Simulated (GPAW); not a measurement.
A calculation with GPAW 26.7.0 of Hg (cli, structure from a POSCAR):

The input POSCAR:

```
Hg
1.0
   -1.8767364354      1.8767364354      1.9168448550
    1.8767364354     -1.8767364354      1.9168448550
    1.8767364354      1.8767364354     -1.9168448550
Hg
1
Direct
    0.5000000000      0.5000000000      0.0000000000
```

Potentials or basis: GPAW PAW data sets (gpaw-data 1.2.1), pw.

Launch:

```console
$ OMP_NUM_THREADS=1 gpaw run POSCAR -p 'mode=PW(600),xc=PBE,kpts={size:(10,10,10),gamma:True},occupations={name:fermi-dirac,width:0.05},nbands=13,convergence={density:1e-05,energy:1e-05},maxiter=150,txt=gpaw.txt' --properties efs -w gs.gpw
```

Problem. Write the same calculation in another form: ASE script, structure typed inline.

Solution. As run:

File run.py:

```python
from ase import Atoms
from ase.dft.bandgap import bandgap
from ase.io import write
from ase.units import GPa
from gpaw import GPAW, PW

atoms = Atoms(['Hg'],
              cell=[[-1.8767364354, 1.8767364354, 1.916844855],
                    [1.8767364354, -1.8767364354, 1.916844855],
                    [1.8767364354, 1.8767364354, -1.916844855]],
              scaled_positions=[[0.5, 0.5, 0.0]],
              pbc=True)

calc = GPAW(mode=PW(600),
            xc='PBE',
            kpts={'size': (10, 10, 10), 'gamma': True},
            occupations={'name': 'fermi-dirac', 'width': 0.05},
            nbands=13,
            convergence={'density': 1e-05, 'energy': 1e-05},
            maxiter=150,
            txt='gpaw.txt')
atoms.calc = calc
energy = atoms.get_potential_energy()
forces = atoms.get_forces()
stress = atoms.get_stress()
calc.write('gs.gpw')
write('result.traj', atoms)
print(f'Energy: {energy:.6f} eV')
print('Forces (eV/A):')
print(forces.round(4))
print('Stress (GPa):', (stress / GPa).round(3))
print('Fermi level:', round(calc.get_fermi_level(), 4), 'eV')
print(f'Gap: {bandgap(calc)[0]:.4f} eV, direct: {bandgap(calc, direct=True)[0]:.4f} eV')
```

Potentials or basis: GPAW PAW data sets (gpaw-data 1.2.1), pw.

Run with:

```console
$ OMP_NUM_THREADS=1 python run.py
```

Both were run:

|  | cli, structure from a POSCAR | ASE script, structure typed inline |
| --- | --- | --- |
| Pressure | 1.2 GPa | 1.2 GPa |
| Band gap on the k mesh | none (metal or under the smearing width) | none (metal or under the smearing width) |

Keys that steer only the numerical path or the files written may differ.
